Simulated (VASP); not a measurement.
# KF (I4mm) in VASP: notebook

The runs below take KF through single point, with LDA.

Program: VASP 6.6.1. These are calculated values, not measurements. Logs are shortened: lines on timing, memory, paths and dates and some standing lists are left out, and cuts for length are marked.

## Step 1: The cell of the first run

It takes space group I4mm (No. 107, tetragonal). Conventional cell: a = 3.781 Å, b = 3.781 Å, c = 5.347 Å, α = 90.00°, β = 90.00°, γ = 90.00°. K (site symmetry 4mm) has 6 F at 2.50 to 2.85 Å as nearest neighbours. F (site symmetry 4mm) has 6 K at 2.50 to 2.85 Å as nearest neighbours.

## Step 2: Single point, LDA (all K atoms moved +0.175 Å, as atom 1 along Cartesian [1 0 0])

Contents of INCAR:

```
ALGO     = Normal         # electronic algorithm
EDIFF    = 1E-7           # SCF threshold, eV
ENCUT    = 520            # plane-wave cutoff, eV
GGA      = CA             # functional
ISIF     = 2              # what is computed and relaxed
ISMEAR   = 0              # smearing method
LASPH    = T              # aspherical terms in the spheres
LCHARG   = F              # write CHGCAR
LREAL    = F              # projectors in reciprocal space
LWAVE    = F              # write WAVECAR
NBANDS   = 15             # bands
NELM     = 80             # most SCF steps
PREC     = Accurate       # precision mode
SIGMA    = 0.05           # smearing width, eV
```

Contents of KPOINTS:

```
k-points
0
Gamma
  8 8 8
```

Contents of POSCAR:

```
KF
1.0
    0.0000000000      2.6735000000      2.6735000000
    2.6735000000      0.0000000000      2.6735000000
    2.6735000000      2.6735000000      0.0000000000
K F
1 1
Direct
   -0.0327286329      0.0327286329      0.0327286329
    0.5000000000      0.5000000000      0.5000000000
```

Potentials or basis: VASP PAW LDA potentials, release 64 (K_sv, F).

Command:

```sh
$ cat potpaw_LDA.64/K_sv/POTCAR potpaw_LDA.64/F/POTCAR > POTCAR
$ mpirun -np 1 vasp_std > vasp.out
```

OUTCAR:

```text
EDIFF = 1E-7
   ENCUT = 520
   GGA = CA
   ISIF = 2
   ISMEAR = 0
   LASPH = T
   LREAL = F
   NELM = 80
   PREC = Accurate

 ion  position               nearest neighbor table
   1  0.967  0.033  0.033-   2 2.50   2 2.68   2 2.68   2 2.68   2 2.68   2 2.85
   2  0.500  0.500  0.500-   1 2.50   1 2.68   1 2.68   1 2.68   1 2.68   1 2.85

  LATTYP: Found a face centered cubic cell.
 ALAT       =     5.3470000000

  Lattice vectors:

 A1 = (   0.0000000000,   2.6735000000,   2.6735000000)
 A2 = (   2.6735000000,   0.0000000000,   2.6735000000)
 A3 = (   2.6735000000,   2.6735000000,   0.0000000000)

Analysis of symmetry for initial positions (statically):
=====================================================================
 Subroutine PRICEL returns:
 Original cell was already a primitive cell.

 Routine SETGRP: Setting up the symmetry group for a
 face centered cubic supercell.

 Subroutine GETGRP returns: Found  8 space group operations
 (whereof  8 operations were pure point group operations)
 out of a pool of 48 trial point group operations.

The static configuration has the point symmetry C_4v.

Analysis of symmetry for dynamics (positions and initial velocities):
=====================================================================
 Subroutine PRICEL returns:
 Original cell was already a primitive cell.

 Routine SETGRP: Setting up the symmetry group for a
 face centered cubic supercell.

 Subroutine GETGRP returns: Found  8 space group operations
 (whereof  8 operations were pure point group operations)
 out of a pool of 48 trial point group operations.

The dynamic configuration has the point symmetry C_4v.

 Subroutine INISYM returns: Found  8 space group operations
 (whereof  8 operations are pure point group operations),
 and found     1 'primitive' translations

----------------------------------------------------------------------------------------

                                     Primitive cell

  volume of cell :      38.2182

  direct lattice vectors                    reciprocal lattice vectors
     0.000000000  2.673500000  2.673500000    -0.187020759  0.187020759  0.187020759
     2.673500000  0.000000000  2.673500000     0.187020759 -0.187020759  0.187020759
     2.673500000  2.673500000  0.000000000     0.187020759  0.187020759 -0.187020759

  length of vectors
     3.780899959  3.780899959  3.780899959     0.323929457  0.323929457  0.323929457

  position of ions in fractional coordinates (direct lattice)
     0.967271367  0.032728633  0.032728633
     0.500000000  0.500000000  0.500000000

  ion indices of the primitive-cell ions
   primitive index   ion index
                 1           1
                 2           2

----------------------------------------------------------------------------------------

 KPOINTS: k-points

Automatic generation of k-mesh.
 Grid dimensions read from file:
 generate k-points for:    8    8    8

 Generating k-lattice:

  Cartesian coordinates                     Fractional coordinates (reciprocal lattice)
    -0.023377595  0.023377595  0.023377595     0.125000000  0.000000000  0.000000000
     0.023377595 -0.023377595  0.023377595     0.000000000  0.125000000  0.000000000
     0.023377595  0.023377595 -0.023377595     0.000000000  0.000000000  0.125000000

  Length of vectors
     0.040491182  0.040491182  0.040491182

  Shift w.r.t. Gamma in fractional coordinates (k-lattice)
     0.000000000  0.000000000  0.000000000

 Subroutine IBZKPT returns following result:
 ===========================================

 Found     59 irreducible k-points:

 Following reciprocal coordinates:
            Coordinates               Weight
  0.000000  0.000000  0.000000      1.000000
  0.125000  0.000000  0.000000      8.000000
  0.250000  0.000000  0.000000      8.000000
  0.375000  0.000000  0.000000      8.000000
  0.500000  0.000000  0.000000      4.000000
  0.125000  0.125000  0.000000      4.000000
[... 16 lines left out ...]
  0.000000  0.375000  0.250000      8.000000
  0.500000  0.250000  0.000000     16.000000
 [... further k-points ...]
   k-points           NKPTS =     59   k-points in BZ     NKDIM =     59   number of bands    NBANDS=     15
   number of dos      NEDOS =    301   number of ions     NIONS =      2
   total plane-waves  NPLWV =  21952
   dimension x,y,z NGX =    28 NGY =   28 NGZ =   28
   dimension x,y,z NGXF=    56 NGYF=   56 NGZF=   56
   ions per type =               1   1
   NGX,Y,Z   is equivalent  to a cutoff of  12.31, 12.31, 12.31 a.u.
   NGXF,Y,Z  is equivalent  to a cutoff of  24.62, 24.62, 24.62 a.u.
 SYSTEM =  unknown system
   PREC   = accura    normal or accurate (medium, high low for compatibility)
   ISTART =      0    job   : 0-new  1-cont  2-samecut
   ICHARG =      2    charge: 1-file 2-atom 10-const
   ISPIN  =      1    spin polarized calculation?
   LNONCOLLINEAR =      F non collinear calculations
   LSORBIT =      F    spin-orbit coupling
   LASPH  =      T    aspherical Exc in radial PAW
   ENCUT  =  520.0 eV  38.22 Ry    6.18 a.u.   7.03  7.03  7.03*2*pi/ulx,y,z
   NELM   =     80;   NELMIN=  2; NELMDL= -5     # of ELM steps
   EDIFF  = 0.1E-06   stopping-criterion for ELM
   LREAL  =      F    real-space projection
   EDIFFG = 0.1E-05   stopping-criterion for IOM
   NSW    =      0    number of steps for IOM
   IBRION =     -1    ionic relax: 0-MD 1-quasi-New 2-CG
   NFREE  =      0    steps in history (QN), initial steepest desc. (CG)
   ISIF   =      2    stress and relaxation
   ISYM   =      2    0-nonsym 1-usesym 2-fastsym
   POTIM  = 0.5000    time-step for ionic-motion
   TEBEG  =    0.0;   TEEND  =   0.0 temperature during run
   PSTRESS=    0.0 pullay stress
   NELECT =      16.0000    total number of electrons
   NUPDOWN=      -1.0000    fix difference up-down
   EMIN   =  10.00;   EMAX   =-10.00  energy-range for DOS
   EFERMI =   0.00;   METHOD = LEGACY
   ISMEAR =     0;   SIGMA  =   0.05  broadening in eV -4-tet -1-fermi 0-gaus
   EFERMI_NEDOS =   21; number of points for ismear=-14 and -15
   IALGO  =     38    algorithm
   IMIX   =      4    mixing-type and parameters
     AMIX     =   0.40;   BMIX     =  1.00
     AMIX_MAG =   1.60;   BMIX_MAG =  1.00
  volume/ion in A,a.u.               =      19.11       128.95
  Fermi-wavevector in a.u.,A,eV,Ry     =   1.224686  2.314320 20.406766  1.499855
  Thomas-Fermi vector in A             =   2.359751
   LORBIT       =      0    0 simple, 1 ext, 2 COOP (PROOUT), +10 PAW based schemes
   GGA     = CA    functional components
   LHFCALC =     F    Hartree Fock is set to
   AEXX    =    0.0000 exact exchange contribution
   IVDW    =     0    specifies the selected vdW correction
   LEPSILON=     F    determine dielectric tensor
   LRPA    =     F    only Hartree local field effects (RPA)
 non-spin polarized calculation
 Gauss-broadening in eV      SIGMA  =   0.05
  energy-cutoff  :      520.00
  volume of cell :       38.22
 maximum number of plane-waves:      1056
   NGX = 13   NGY = 13   NGZ = 13

 number of electron      16.0000001 magnetization

 Free energy of the ion-electron system (eV)
  ---------------------------------------------------
  ext. energy  EPLUGINS =         0.00000000
  ---------------------------------------------------
  free energy    TOTEN  =        -9.01210201 eV

  energy without entropy =       -9.01210201  energy(sigma->0) =       -9.01210201

 E-fermi :  -3.0368     XC(G=0):  -9.1067

 val. band max:       -3.2502915031   @ k =   0.0000   0.0000   0.0000
 cond. band min:       2.5363541120   @ k =   0.0000   0.0000   0.0000
 fundamental gap:      5.7866456152
 Fermi energy:        -3.0367879102

 k-point     1 :       0.0000    0.0000    0.0000
  band No.  band energies     occupation
      1     -28.8587      2.00000
      2     -21.4638      2.00000
      3     -12.3344      2.00000
      4     -12.3293      2.00000
      5     -12.3293      2.00000
      6      -3.2649      2.00000
      7      -3.2649      2.00000
      8      -3.2503      2.00000
      9       2.5364      0.00000
     10       7.2881      0.00000
     11       7.3333      0.00000
     12       7.3333      0.00000
     13       9.0147      0.00000
     14       9.1080      0.00000
     15      13.0975      0.00000

 k-point     2 :       0.1250    0.0000    0.0000
  band No.  band energies     occupation
      1     -28.8435      2.00000
      2     -21.4792      2.00000
      3     -12.3778      2.00000
      4     -12.3359      2.00000
      5     -12.3356      2.00000
      6      -3.4150      2.00000
      7      -3.3164      2.00000
      8      -3.2986      2.00000
      9       2.9764      0.00000
     10       7.0125      0.00000
     11       7.5165      0.00000
     12       7.5357      0.00000
     13       9.1666      0.00000
     14       9.2623      0.00000
     15      13.9064      0.00000

 k-point     3 :       0.2500    0.0000    0.0000
  band No.  band energies     occupation
      1     -28.8065      2.00000
      2     -21.5151      2.00000
      3     -12.4790      2.00000
      4     -12.3543      2.00000
      5     -12.3505      2.00000
      6      -3.7217      2.00000
      7      -3.4383      2.00000
      8      -3.4207      2.00000
      9       4.0658      0.00000
     10       6.5962      0.00000
     11       8.0345      0.00000
     12       8.0442      0.00000
     13       9.6275      0.00000
     14       9.7218      0.00000
     15      15.1106      0.00000
[... 343 lines left out ...]
 k-point    23 :       0.0000    0.3750    0.2500
  band No.  band energies     occupation
      1     -28.7628      2.00000
      2     -21.5196      2.00000
      3     -12.6302      2.00000
      4     -12.4891      2.00000
      5     -12.4756      2.00000
      6      -3.7276      2.00000
      7      -3.3811      2.00000
      8      -3.3504      2.00000
      9       5.2313      0.00000
     10       5.4457      0.00000
     11       8.7406      0.00000
     12       9.3213      0.00000
     13       9.9427      0.00000
     14      10.1874      0.00000
     15      14.2096      0.00000

 k-point    24 :       0.5000    0.2500    0.0000
  band No.  band energies     occupation
      1     -28.7420      2.00000
      2     -21.5276      2.00000
      3     -12.7260      2.00000
      4     -12.5318      2.00000
      5     -12.4652      2.00000
      6      -3.7199      2.00000
      7      -3.5185      2.00000
      8      -3.4337      2.00000
      9       5.5928      0.00000
     10       6.3523      0.00000
     11       8.2278      0.00000
     12       9.5345      0.00000
     13      10.8435      0.00000
     14      11.1391      0.00000
     15      12.1689      0.00000

 [... further k-points ...]

------------------------ aborting loop because EDIFF is reached ----------------------------------------

  FORCE on cell =-STRESS in cart. coord.  units (eV):
  Direction    XX          YY          ZZ          XY          YZ          ZX
  --------------------------------------------------------------------------------------
  -------------------------------------------------------------------------------------
  Total       -0.4721704     -0.8343424     -0.8343424      0.0000000      0.0000000      0.0000000
  in kB      -19.7942369    -34.9771444    -34.9771444      0.0000000      0.0000000      0.0000000
  external PRESSURE =     -29.9161752 kB  Pullay stress =       0.0000000 kB

 VOLUME and BASIS-vectors are now :
 -----------------------------------------------------------------------------
  energy-cutoff  :      520.00
  volume of cell :       38.22
      direct lattice vectors                 reciprocal lattice vectors
     0.000000000  2.673500000  2.673500000    -0.187020759  0.187020759  0.187020759
     2.673500000  0.000000000  2.673500000     0.187020759 -0.187020759  0.187020759
     2.673500000  2.673500000  0.000000000     0.187020759  0.187020759 -0.187020759

 POSITION                                       TOTAL-FORCE (eV/Angst)
 -----------------------------------------------------------------------------------
      0.17500      2.67350      2.67350        -0.257368      0.000000      0.000000
      2.67350      2.67350      2.67350         0.257368      0.000000      0.000000
 -----------------------------------------------------------------------------------
    total drift:                                0.000077      0.000000      0.000000

  FREE ENERGIE OF THE ION-ELECTRON SYSTEM (eV)
  ---------------------------------------------------
  free  energy   TOTEN  =        -9.0121020134 eV

  energy  without entropy=       -9.0121020134  energy(sigma->0) =       -9.01210201
```

It took 17 s on 1 thread of Intel Xeon Platinum 8488C (Sapphire Rapids), shared host; peak memory 0.16 GiB.

What came out:

```
Free energy            : -9.0121 eV
Pressure               : -3.0 GPa
Largest force          : 0.257 eV/Å
Band gap on the k mesh : 5.79 eV, direct
```

Forces in eV/Å, atoms in the order of the input:
```
K   -0.257  0.000  0.000
F    0.257  0.000  0.000
```

Stress tensor (GPa, compression positive):
```
-1.98  0.00  0.00
 0.00 -3.50  0.00
 0.00  0.00 -3.50
```

## Step 3: Single point, LDA (all K atoms moved +0.050 Å, as atom 1 along Cartesian [1 0 0])

Contents of INCAR:

```
  PREC = Accurate
  ENCUT = 520
  EDIFF = 1E-6
  ISMEAR = 0
  SIGMA = 0.05
  LREAL = F
  LASPH = T
  NELM = 60
  ALGO = Normal
  ISIF = 2
  LWAVE = F
  LCHARG = F
  GGA = CA
  NBANDS = 15
```

Contents of KPOINTS:

```
regular mesh
0
Gamma
  8 8 8
```

Edit POSCAR of step 2 so:

```diff
@@ -8,3 +8,3 @@
 Direct
-   -0.0327286329      0.0327286329      0.0327286329
+   -0.0093510380      0.0093510380      0.0093510380
     0.5000000000      0.5000000000      0.5000000000
```

Potentials or basis: VASP PAW LDA potentials, release 64 (K_sv, F).

Command:

```sh
$ cat potpaw_LDA.64/K_sv/POTCAR potpaw_LDA.64/F/POTCAR > POTCAR
$ mpirun -np 1 vasp_std > vasp.out
```

Run time: 16 s. Hardware: 1 thread of Intel Xeon Platinum 8488C (Sapphire Rapids), shared host; peak memory 0.15 GiB.

The run converged. Its results:

- Free energy: -9.0313 eV
- Pressure: -3.4 GPa
- Largest force: 0.063 eV/Å
- Band gap on the k mesh: 5.78 eV, direct

Forces in eV/Å, atoms in the order of the input:
```
K   -0.063  0.000  0.000
F    0.063  0.000  0.000
```

Stress tensor (GPa, compression positive):
```
-3.33  0.00  0.00
 0.00 -3.45  0.00
 0.00  0.00 -3.45
```

Levels at points of the mesh, in eV from the valence-band top:
```
           k point  band 6  band 7  band 8  band 9  band 10  band 11
(0.00, 0.00, 0.00)    0.00    0.00    0.00    5.78    10.51    10.52
(0.50, 0.00, 0.00)   -0.84   -0.36   -0.36    8.77    10.20    11.96
(0.50, 0.50, 0.00)   -0.21   -0.06   -0.05    7.91    10.10    11.38
(0.00, 0.50, 0.50)   -0.21   -0.06   -0.06    7.90    10.10    11.38
```

A k mesh can miss the band edges.
